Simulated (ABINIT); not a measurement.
Runs of ABINIT 10.8.3 (patched build) on CdS (Greenockite). The structure is hexagonal, space group P6_3mc (No. 186). Conventional cell: a = 4.150 Å, b = 4.150 Å, c = 6.737 Å, α = 90.00°, β = 90.00°, γ = 120.00°. Cd (site symmetry 3m) has 4 S at 2.53 to 2.54 Å as nearest neighbours. S (site symmetry 3m) is surrounded by 4 Cd at 2.53 to 2.54 Å. 

```tsv
task	level	potentials or basis	k mesh	mesh quality	gap on the mesh (eV)	largest force (eV/Å)
single point	PBE	JTH PAW PBE v2.0	9 × 9 × 5	not flagged	1.18	0.07
single point	PBE	JTH PAW PBE v2.0	3 × 3 × 2	coarse	1.16	0.02
single point	PBEsol	JTH PAW PBE v2.0	3 × 3 × 2	coarse	1.01	0.02
band structure	PBE	JTH PAW PBE v2.0	7 × 7 × 4	not flagged	1.18	0.07
single point	LDA	JTH PAW LDA v2.0	3 × 3 × 2	coarse	(a)	0.01
```

Alike in all rows: no spin polarisation; cell as given; cutoff (eV) 544; smearing fermi-dirac 0.05 eV.

Problem. Fill in the values left out.

Solution. (a) 0.86.

Caveats: some runs use coarse meshes; the PAW data sets were made with another functional, which shifts forces and pressure a little (some runs).

A k mesh can miss the band edges, and the runs leave out spin-orbit coupling on Cd.
